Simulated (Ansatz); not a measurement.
Ti3O4:

```
Ti O
1.0
    -2.06591    2.06591    4.08913
     2.06591   -2.06591    4.08913
     2.06591    2.06591   -4.08913
Ti O
3 4
Direct
  0.75000 0.25000 0.50000
  0.50000 0.50000 0.00000
  0.25000 0.75000 0.50000
  0.75588 0.75588 0.00000
  0.50000 0.00000 0.50000
  0.24412 0.24412 0.00000
  0.00000 0.50000 0.50000
```

The cell comes from a database or a generator and needn't be the stable form of this composition.

Base run:

```yaml
Program: Ansatz 0.2.0
Functional: PBEsol
Potentials_or_basis: Ansatz PAW
Cutoff: "420 eV (not typed: the program's choice for these potentials)"
k_mesh: 9 × 9 × 9
Occupations: fermi-dirac, width 0.05 eV
Spin: no spin polarisation
Hubbard_terms: Ti d U = 5 eV
```

Its results: band gap on the k mesh none (metal or under the smearing width); pressure 1.9 GPa; largest force 0.043 eV/Å.

Question: The run is repeated on the same cell with these changes: hubbard terms from Ti d U = 5 eV to Ti d U = 8 eV. What comes out?

Answer: Band gap on the k mesh none (metal or under the smearing width); pressure 13.3 GPa; largest force 0.511 eV/Å.

Caveats: U without spin polarisation on a metal has little footing; the PAW data sets come from PBE, with cores solved anew for the run's functional, which leaves a small shift of forces and pressure.
